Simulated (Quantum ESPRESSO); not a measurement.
The system is ZrC.

```
CELL_PARAMETERS angstrom
0.00000 2.36500 2.36500
2.36500 0.00000 2.36500
2.36500 2.36500 0.00000
ATOMIC_POSITIONS crystal
Zr 0.50000 0.50000 0.50000
C 0.00000 0.00000 0.00000
```

A run of Quantum ESPRESSO 7.5 on this cell left the log below. Logs are shortened: lines on timing, memory, paths and dates and some standing lists are left out, and cuts for length are marked.

```text
This program is part of the open-source Quantum ESPRESSO suite
     for quantum simulation of materials; please cite
         "P. Giannozzi et al., J. Phys.:Condens. Matter 21 395502 (2009);
         "P. Giannozzi et al., J. Phys.:Condens. Matter 29 465901 (2017);
         "P. Giannozzi et al., J. Chem. Phys. 152 154105 (2020);
     in publications or presentations arising from this work. More details at

     IMPORTANT: XC functional enforced from input :
     Exchange-correlation= PBESOL
                           (   1   4  10   8   0   0   0)
     Any further DFT definition will be discarded
     Please, verify this is what you really want

     Message from routine setup:
     using ibrav=0 with symmetry is DISCOURAGED, use correct ibrav instead

     K-points division:     npool     =       4
     Subspace diagonalization in iterative solution of the eigenvalue problem:
     a serial algorithm will be used

     G-vector sticks info
     --------------------
     sticks:   dense  smooth     PW     G-vecs:    dense   smooth      PW
     Sum         955     955    295                19891    19891    3287

     Using Slab Decomposition

     bravais-lattice index     =            0
     lattice parameter (alat)  =       6.3204  a.u.
     unit-cell volume          =     178.5336 (a.u.)^3
     number of atoms/cell      =            2
     number of atomic types    =            2
     number of electrons       =        16.00
     number of Kohn-Sham states=           14
     kinetic-energy cutoff     =      88.0000  Ry
     charge density cutoff     =     352.0000  Ry
     scf convergence threshold =      4.0E-10
     mixing beta               =       0.5000
     number of iterations used =            8  plain     mixing
     Exchange-correlation= PBESOL
                           (   1   4  10   8   0   0   0)

     celldm(1)=   6.320406  celldm(2)=   0.000000  celldm(3)=   0.000000
     celldm(4)=   0.000000  celldm(5)=   0.000000  celldm(6)=   0.000000

     crystal axes: (cart. coord. in units of alat)
               a(1) = (   0.000000   0.707107   0.707107 )
               a(2) = (   0.707107   0.000000   0.707107 )
               a(3) = (   0.707107   0.707107   0.000000 )

     reciprocal axes: (cart. coord. in units 2 pi/alat)
               b(1) = ( -0.707107  0.707107  0.707107 )
[... 55 lines left out ...]

     Dense  grid:    19891 G-vectors     FFT dimensions: (  40,  40,  40)

     Initial potential from superposition of free atoms

     starting charge      15.8403, renormalised to      16.0000
     Starting wfcs are random

     Self-consistent Calculation

     iteration #  1     ecut=    88.00 Ry     beta= 0.50
     Davidson diagonalization with overlap
     ethr =  1.00E-02,  avg # of iterations =  8.7

     total energy              =    -106.05972379 Ry
     estimated scf accuracy    <       0.55946408 Ry
[... 57 lines left out ...]
     iteration # 10     ecut=    88.00 Ry     beta= 0.50
     Davidson diagonalization with overlap
     ethr =  1.46E-11,  avg # of iterations =  1.9

     End of self-consistent calculation

          k = 0.0000 0.0000 0.0000 (  2445 PWs)   bands (ev):

   -33.5689 -11.2663 -11.2663 -11.2663   3.2332  15.4497  15.4497  15.4497
    15.5268  15.5268  15.5268  17.2409  17.2409  21.5187

          k = 0.1179 0.1179-0.1179 (  2523 PWs)   bands (ev):
[... 31 lines left out ...]
   -33.4741 -11.9346 -11.4973 -11.3441   5.6478  10.0754  11.8618  12.1319
    17.8716  18.2536  19.2434  21.5166  23.4083  24.4356

          k = 0.0000-0.2357 0.2357 (  2511 PWs)   bands (ev):

   -33.5138 -11.6775 -11.4149 -11.2903   4.6112  11.5278  12.4550  12.9130
    16.4949  17.7114  18.1752  19.3556  22.5185  23.7339

          k = 0.4714 0.0000-0.0000 (  2470 PWs)   bands (ev):
[... 11 lines left out ...]
   -33.4504 -11.8067 -11.7686 -11.4279   5.3683  10.7947  12.1134  12.4096
    17.0320  18.7469  19.5223  21.3988  23.0735  26.3078

          k =-0.7071 0.0000 0.0000 (  2498 PWs)   bands (ev):

   -33.4427 -11.9696 -11.5390 -11.5390   4.4383  12.3904  12.7093  14.5446
    14.5446  18.8640  20.0428  20.0428  22.3164  24.5421

          k =-0.2357-0.4714 0.7071 (  2492 PWs)   bands (ev):
[... 6 lines left out ...]
   -33.4504 -11.8786 -11.6573 -11.4675   5.3709  10.8500  12.0737  12.3280
    17.6834  17.8413  19.8492  21.9590  22.3240  25.8537

          k =-0.7071 0.2357 0.0000 (  2482 PWs)   bands (ev):

   -33.4426 -11.8647 -11.6495 -11.5552   4.9238  12.2016  12.2135  12.4302
    16.3002  19.0000  20.0500  20.6367  21.9543  26.5153

     the Fermi energy is    14.4188 ev

!    total energy              =    -106.27821623 Ry
     estimated scf accuracy    <          1.3E-11 Ry
     smearing contrib. (-TS)   =      -0.00018901 Ry
     internal energy E=F+TS    =    -106.27802722 Ry

     The total energy is F=E-TS. E is the sum of the following terms:
     one-electron contribution =     -10.53978548 Ry
     hartree contribution      =      13.19308845 Ry
     xc contribution           =     -15.15706854 Ry
     ewald contribution        =     -93.77426165 Ry

     convergence has been achieved in  10 iterations

     Forces acting on atoms (cartesian axes, Ry/au):

     atom    1 type  1   force =    -0.00000000    0.00000000    0.00000000
     atom    2 type  2   force =     0.00000000    0.00000000    0.00000000

     Total force =     0.000000     Total SCF correction =     0.000000

     Computing stress (Cartesian axis) and pressure

          total   stress  (Ry/bohr**3)                   (kbar)     P=      -75.65
  -0.00051423  -0.00000000  -0.00000000          -75.65       -0.00       -0.00
  -0.00000000  -0.00051423  -0.00000000           -0.00      -75.65       -0.00
  -0.00000000  -0.00000000  -0.00051423           -0.00       -0.00      -75.65

=------------------------------------------------------------------------------=
   JOB DONE.
=------------------------------------------------------------------------------=
```

**Question.** What input gives this log?

**Answer.** Single point with PBEsol, no spin polarisation. The files as run (others can give the same):

pw.in
```
&CONTROL
  calculation = 'scf'
  prefix = 'pwscf'
  outdir = './tmp'
  pseudo_dir = './pseudo'
  tprnfor = .true.
  tstress = .true.
  disk_io = 'nowf'
/
&SYSTEM
  ibrav = 0
  nat = 2
  ntyp = 2
  ecutwfc = 88
  nbnd = 14
  input_dft = 'pbesol'
  occupations = 'smearing'
  smearing = 'fd'
  degauss = 0.00367493
/
&ELECTRONS
  conv_thr = 4d-10
  electron_maxstep = 120
  mixing_beta = 0.5
/
ATOMIC_SPECIES
Zr    91.2240 Zr_ONCV_PBE-1.2.upf
C     12.0110 C_ONCV_PBE-1.2.upf
CELL_PARAMETERS angstrom
   0.0000000000    2.3650000000    2.3650000000
   2.3650000000    0.0000000000    2.3650000000
   2.3650000000    2.3650000000    0.0000000000
ATOMIC_POSITIONS crystal
Zr     0.5000000000    0.5000000000    0.5000000000
C      0.0000000000    0.0000000000    0.0000000000
K_POINTS automatic
6 6 6 0 0 0
```

Potentials or basis: SG15 PBE 1.2.
The run is started by
```bash
$ OMP_NUM_THREADS=1 mpirun -n 4 pw.x -nk 4 -in pw.in > pw.out
```

Caveat: the k mesh is coarse (spacing up to 0.38 Å⁻¹), so the values aren't converged; the potentials were made for another functional, which shifts forces and pressure.
